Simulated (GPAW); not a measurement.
# TePt (F-43m) in GPAW: single point with LDA

Aim: the single point of TePt with LDA.

Everything below comes from runs of GPAW 26.7.0. Logs are shortened: lines on timing, memory, paths and dates and some standing lists are left out, and cuts for length are marked. The log counts tension as positive stress, the text compression.

## Step 1: Starting point

The structure is cubic, space group F-43m (No. 216). The conventional cell has a = 6.490 Å, b = 6.490 Å, c = 6.490 Å, α = 90.00°, β = 90.00°, γ = 90.00°. Around Pt (site symmetry -43m) lie 4 Te at 2.81 Å. Around Te (site symmetry -43m) lie 4 Pt at 2.81 Å.

Measurements of this composition are mostly on another form, of space group No. 166.

## Step 2: Single point, LDA

run.py

```python
from ase.dft.bandgap import bandgap
from ase.io import read, write
from ase.units import GPa
from gpaw import GPAW, PW

atoms = read('TePt.xyz')

calc = GPAW(mode=PW(400),
            xc='LDA',
            kpts={'size': (6, 6, 6), 'gamma': True},
            occupations={'name': 'fermi-dirac', 'width': 0.05},
            nbands=22,
            maxiter=120,
            txt='gpaw.txt')
atoms.calc = calc
energy = atoms.get_potential_energy()
forces = atoms.get_forces()
stress = atoms.get_stress()
calc.write('gs.gpw')
write('result.traj', atoms)
print(f'Energy: {energy:.6f} eV')
print('Forces (eV/A):')
print(forces.round(4))
print('Stress (GPa):', (stress / GPa).round(3))
print('Fermi level:', round(calc.get_fermi_level(), 4), 'eV')
print(f'Gap: {bandgap(calc)[0]:.4f} eV, direct: {bandgap(calc, direct=True)[0]:.4f} eV')
```

TePt.xyz

```xyz
2
Lattice="0.0000000000 3.2450425500 3.2450425500 3.2450425500 0.0000000000 3.2450425500 3.2450425500 3.2450425500 0.0000000000" Properties=species:S:1:pos:R:3 pbc="T T T"
Pt     0.0000000000      0.0000000000      0.0000000000
Te     1.6225212750      1.6225212750      1.6225212750
```

Potentials or basis: the program's PAW data sets (release 1.2.1) made for this functional, pw.

Run with:

```bash
> OMP_NUM_THREADS=1 python run.py
```

gpaw.txt:

```text
__  _  _
 | _ |_)|_||  |
 |__||  | ||/\| - 26.7.0

Input parameters:
  mode=PW(ecut=400.0),
  kpts=MonkhorstPack(size=(6, 6, 6), gamma=True),
  maxiter=120,
  nbands=22,
  occupations=Occupations(name='fermi-dirac', width=0.05),
  xc=XC(name='LDA')

Diagonalizing LCAO Hamiltonian
Converting LCAO to pw mode

            Te

       Pt

Atoms  # Å, Bohr magnetons
|   | symbol |        x |        y |        z |    initial magnetic moments |
|---|--------|----------|----------|----------|-----------------------------|
| 0 |     Pt | 0.000000 | 0.000000 | 0.000000 | ( 0.0000,  0.0000,  0.0000) |
| 1 |     Te | 1.622521 | 1.622521 | 1.622521 | ( 0.0000,  0.0000,  0.0000) |

Unit cell  # Å
| periodic |        x |        y |        z |  lengths |    angles |
|----------|----------|----------|----------|----------|-----------|
|      yes | 0.000000 | 3.245043 | 3.245043 | 4.589183 | 60.000000 |
|      yes | 3.245043 | 0.000000 | 3.245043 | 4.589183 | 60.000000 |
|      yes | 3.245043 | 3.245043 | 0.000000 | 4.589183 | 60.000000 |

Number of symmetries: 24
Symmetry operations  # r_c * U_cc + t_c -> r_c
|    | kind |            matrix            |
|----|------|------------------------------|
|  0 |  E   |  1, 0, 0,  0, 1, 0,  0, 0, 1 |
|  1 |  σ   |  1, 0, 0,  0, 0, 1,  0, 1, 0 |
|  2 |  σ   |  1, 0,-1,  0, 1,-1,  0, 0,-1 |
|  3 |  C3  |  1, 0,-1,  0, 0,-1,  0, 1,-1 |
|  4 |  C3  |  1,-1, 0,  0,-1, 1,  0,-1, 0 |
|  5 |  σ   |  1,-1, 0,  0,-1, 0,  0,-1, 1 |
|  6 |  σ   |  0, 1, 0,  1, 0, 0,  0, 0, 1 |
|  7 |  C3  |  0, 1, 0,  0, 0, 1,  1, 0, 0 |
|  8 |  C2  |  0, 1,-1,  1, 0,-1,  0, 0,-1 |
|  9 |  S4  |  0, 1,-1,  0, 0,-1,  1, 0,-1 |
| 10 |  C3  |  0, 0, 1,  1, 0, 0,  0, 1, 0 |
| 11 |  σ   |  0, 0, 1,  0, 1, 0,  1, 0, 0 |
| 12 |  S4  |  0, 0,-1,  1, 0,-1,  0, 1,-1 |
| 13 |  C3  |  0, 0,-1,  0, 1,-1,  1, 0,-1 |
| 14 |  S4  |  0,-1, 1,  1,-1, 0,  0,-1, 0 |
| 15 |  C2  |  0,-1, 1,  0,-1, 0,  1,-1, 0 |
| 16 |  C3  |  0,-1, 0,  1,-1, 0,  0,-1, 1 |
| 17 |  S4  |  0,-1, 0,  0,-1, 1,  1,-1, 0 |
| 18 |  S4  | -1, 1, 0, -1, 0, 1, -1, 0, 0 |
| 19 |  C3  | -1, 1, 0, -1, 0, 0, -1, 0, 1 |
| 20 |  C3  | -1, 0, 1, -1, 1, 0, -1, 0, 0 |
| 21 |  S4  | -1, 0, 1, -1, 0, 0, -1, 1, 0 |
| 22 |  σ   | -1, 0, 0, -1, 1, 0, -1, 0, 1 |
| 23 |  C2  | -1, 0, 0, -1, 0, 1, -1, 1, 0 |

BZ-sampling:
  Number of BZ points: 216
  Number of IBZ points: 16

  Monkhorst-Pack size: [6, 6, 6]
  Monkhorst-Pack shift: [0.08333333333333333, 0.08333333333333333, 0.08333333333333333]

K-points  # in reciprocal-cell coordinates
|     |                                coordinates |     weight |
|-----|--------------------------------------------|------------|
|   0 | (  0.00000000,   0.00000000,   0.00000000) | 0.00462963 |
|   1 | (  0.16666667,   0.16666667,   0.00000000) | 0.02777778 |
|   2 | (  0.16666667,   0.16666667,   0.16666667) | 0.03703704 |
|   3 | (  0.33333333,   0.16666667,   0.16666667) | 0.05555556 |
|   4 | (  0.33333333,   0.33333333,  -0.33333333) | 0.05555556 |
|   5 | (  0.33333333,   0.33333333,   0.00000000) | 0.02777778 |
|   6 | (  0.33333333,   0.33333333,   0.16666667) | 0.11111111 |
|   7 | (  0.33333333,   0.33333333,   0.33333333) | 0.03703704 |
|   8 | (  0.50000000,   0.33333333,  -0.33333333) | 0.11111111 |
|   9 | (  0.50000000,   0.33333333,  -0.16666667) | 0.05555556 |
| ... |                                            |            |
|  15 | (  0.50000000,   0.50000000,   0.50000000) | 0.01851852 |

Plane wave coefficients: 1258
Cutoff: 400.0 eV

Spin-components: 1 (collinear spins)
Bands:           22
Projectors:      11
Spin-degeneracy: 2
Datatype:        complex128

Parallelization:
  kpt:    1
  domain: 1
  band:   1

Density:
  Valence electrons: 22.0
  Components: 1
  Grid points: [24 24 24]
  Charge: 0.0  # |e|

Potential:
  Grid points: [24 24 24]

species:
  Pt:
    name:    Platinum
    Z:       78.0
    valence: 16
    core:    62
    charge:  0.0  # [|e|]
    compensation charges:
      type: gauss
      rc: 0.41  # [Å]
      lmax: 2
    cutoffs:
      filter: 2.26  # [Å]
      core: 2.26  # [Å]
    projectors
    | kind |    occ | energy [eV] | rcut [Å] |
    |------|--------|-------------|----------|
    |   6s |  1.000 |      -5.930 |    1.307 |
    |   5p |  6.000 |     -56.318 |    1.371 |
    |   6p |  0.000 |      -0.962 |    1.371 |
    |   5d |  9.000 |      -6.387 |    1.307 |
    |    s |        |      21.281 |    1.307 |
    |    d |        |      20.825 |    1.307 |

    Using partial waves for Pt as LCAO basis

  Te:
    name:    Tellurium
    Z:       52.0
    valence: 6
    core:    46
    charge:  0.0  # [|e|]
    compensation charges:
      type: gauss
      rc: 0.36  # [Å]
      lmax: 2
    cutoffs:
      filter: 2.09  # [Å]
      core: 3.17  # [Å]
    projectors
    | kind |    occ | energy [eV] | rcut [Å] |
    |------|--------|-------------|----------|
    |   5s |  2.000 |     -15.337 |    1.180 |
    |   5p |  4.000 |      -6.113 |    1.196 |
    |    s |        |      11.875 |    1.180 |
    |    p |        |      21.098 |    1.196 |
    |    d |        |       0.000 |    1.238 |

    Using partial waves for Te as LCAO basis

Reference energy: -684734.245012  # eV

eigensolver:
  PPCG
  Converge bands: occupied
  niter=2

density mixing:
  MSR1-Mixer
  Pratt-step length: 0.05
  Maximum mixing coefficient: 0.75
  Old densities: 10
  SVD Regularization: 0.005
  Good broyden scale: 1.0
  Trust region scale: 1.0
  Backstep threshold: 4.0
  History deletion threshold: 6.0
  Fourier metric: weight=20.0, sigma=0.015

occupation numbers:
  Fermi-Dirac:
    width: 0.0500  # eV

poisson solver:
  ecut: 3200.0  # eV

xc functional:
  name: None

convergence criteria:
- Maximum [total energy] change in last 3 cyles: 0.0005 eV / valence electron
- Maximum integral of absolute [dens]ity change: 0.0001 electrons / valence electron
- Maximum integral of absolute [eigenst]ate change: 4e-08 eV^2 / valence electron
maximum number of iterations: 120

SCF iterations
|iter     | |      energy | eigst |  dens |
|---------|-|-------------|-------|-------|
|iter:   1| |  -11.003101 | +0.02 |       |
|iter:   2| |  -10.959078 | -2.09 | -1.23 |
|iter:   3| |  -10.773022 | -2.28 | -1.27 |
|iter:   4| |  -10.762897 | -3.34 | -1.84 |
|iter:   5| |  -10.762217c| -4.31 | -2.39 |
|iter:   6| |  -10.762237c| -5.51 | -3.19 |
|iter:   7| |  -10.762225c| -6.14 | -3.46 |
|iter:   8| |  -10.762226c| -7.11 | -3.99 |
|iter:   9| |  -10.762226c| -7.99c| -4.79c|

Converged in 9 steps
Energy contributions relative to reference atoms: (reference = -684734.245012)

Energy contributions:
  Kinetic:         -27.940768
  Coulomb:          22.688696
  Zero:             -0.539867
  External:          0.000000
  Xc:               -4.961659
  Entropy:          -0.017255
  Spinorbit:         0.000000
  ----------------------------
  Free energy:     -10.770854
  Extrapolated:    -10.762226

dipole moment: (-26.887953, -26.887953, -26.887953)  # |e|*Ang

Fermi level: 3.390
Eigenvalues  # (at kpt = [0.000, 0.000, 0.000])
| band index |      eig [eV] | occ [0-2] |
|------------|---------------|-----------|
|          0 |       -48.479 |     2.000 |
|          1 |       -48.479 |     2.000 |
|          2 |       -48.479 |     2.000 |
|          3 |        -8.280 |     2.000 |
|          4 |        -0.308 |     2.000 |
|          5 |        -0.308 |     2.000 |
|          6 |        -0.308 |     2.000 |
|          7 |         1.397 |     2.000 |
|          8 |         1.397 |     2.000 |
|          9 |         4.190 |     0.000 |
|         10 |         5.131 |     0.000 |
|         11 |         5.131 |     0.000 |
|         12 |         5.131 |     0.000 |
|         13 |         8.955 |     0.000 |
|         14 |         8.955 |     0.000 |
|         15 |         8.955 |     0.000 |
|         16 |        11.153 |     0.000 |
|        ... |               |           |
|         21 |        14.350 |     0.000 |

No gap
No difference between direct/indirect transitions

Forces  # eV/Ang
|        x |        y |        z |
|----------|----------|----------|
| -0.00000 |  0.00000 |  0.00000 |  # Pt   0
| -0.00000 | -0.00000 | -0.00000 |  # Te   1

Stress tensor  # eV/Ang^3
|         x |         y |         z |
|-----------|-----------|-----------|
|  0.095578 |  0.000000 | -0.000000 |
|  0.000000 |  0.095578 | -0.000000 |
| -0.000000 | -0.000000 |  0.095578 |

# Writing to gs.gpw (mode='')
```

Wall time 12 s (1 thread of Arm Neoverse V1, shared host); peak memory 0.13 GiB.

The run converged, but some of its settings lie outside the range that counts as converged, so its numbers aren't taken as properties of the crystal.

Results:

```
Free energy            : -10.7709 eV
Pressure               : -15.3 GPa
Band gap on the k mesh : none (metal or under the smearing width)
```

Caveat: the cutoff is short for stress and forces, so pressures can be off by a GPa or more.
